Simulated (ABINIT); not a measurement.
An input for ABINIT 10.8.3 (GaAs (F-43m)):

```
acell 3*1.0 Angstrom
rprim 
  0.000000000000 2.826850000000 2.826850000000
  2.826850000000 0.000000000000 2.826850000000
  2.826850000000 2.826850000000 -0.000000000000
ntypat 2
znucl 31 33
natom 2
typat 1 2
xred 
  0.000000000000 0.000000000000 0.000000000000
  0.250000000000 0.250000000000 0.250000000000
pp_dirpath "pseudos"
pseudos "Ga.upf, As.upf"
ecut 48
ngkpt 4 4 4
nshiftk 1
shiftk 0 0 0
kptopt 1
chksymbreak 0
iscf -2
irdden 1
istwfk *1
nband 95
nbdbuf 8
tolwfr 1e-09
nstep 60
prtvol 0
indata_prefix "in"
outdata_prefix "out"
tmpdata_prefix "tmp"
```

```sh
OMP_NUM_THREADS=1 mpirun -n 8 abinit run.abi > log
```

How long will it take on 8 MPI ranks of Intel Xeon Platinum 8259CL at 2.50GHz (Skylake/Cascade Lake), shared host, and how much memory?

It took 26 s; on shared hardware allow 13 s to 53 s. Peak host memory was 0.67 GiB.

[Paths, hosts, dates, memory and timing lines, banners, echoed tables and standing remarks are left out of the program output.]

[Logs are printed without paths, hosts, clocks, repeated set-up lines and the standing remarks that a program may print on its own settings, such as how far it seeks lower states.]

[Runs of the session that timed out or met a known fault of the program may be left out.]

[Hosts, paths, dates, database ids (printed as entryN), source tags and the programs' standing remarks are cut or masked in the printed files.]

[G0W0 gaps are taken among the corrected bands and points alone; a level outside them can change the order at an edge.]

[Where Ansatz stands beside ABINIT at settings called matched, ABINIT's density can come from a denser mesh and the files from another edition; pairs whose starting gaps differed by over 0.03 eV were left out, so agreement reads better than it is.]
